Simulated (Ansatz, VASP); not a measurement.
## TePb in VASP and in Ansatz

```
Te Pb
1.0
     0.00000    3.26166    3.26166
     3.26166    0.00000    3.26166
     3.26166    3.26166    0.00000
Te Pb
1 1
Direct
  0.50000 0.50000 0.50000
  0.00000 0.00000 0.00000
```

Alike in both runs: functional PBE; k mesh 8 × 8 × 8; no spin polarisation.

Ansatz relaxed the structure, and its values are those at the end. VASP's run is a single point on that final structure, the one shown.

```csv
,VASP,Ansatz
version,VASP 6.6.1,Ansatz 0.2.0
potentials or method,"VASP PAW PBE potentials, release 64 (Te, Pb_d)","scalar-relativistic, plane waves, PAW"
plane-wave cutoff (eV),520,420
occupations,"gaussian, width 0.01 eV",fixed
valence electrons in the cell,20,30
```

|  | VASP | Ansatz | Ansatz less VASP |
| --- | --- | --- | --- |
| gap on the k mesh at the Fermi level (eV) | 0.79 | 0.79 | -0.004 |
| least direct gap on the mesh (eV) | 0.79 | 0.79 | -0.004 |
| pressure (GPa) | 0.8 | 0.9 | +0.05 |

The two sets of potentials don't hold the same shells in valence.

Caveats: spin-orbit coupling is left out, which as a rule narrows the gap of such compounds by several tenths of an eV. A k mesh can miss the band edges.
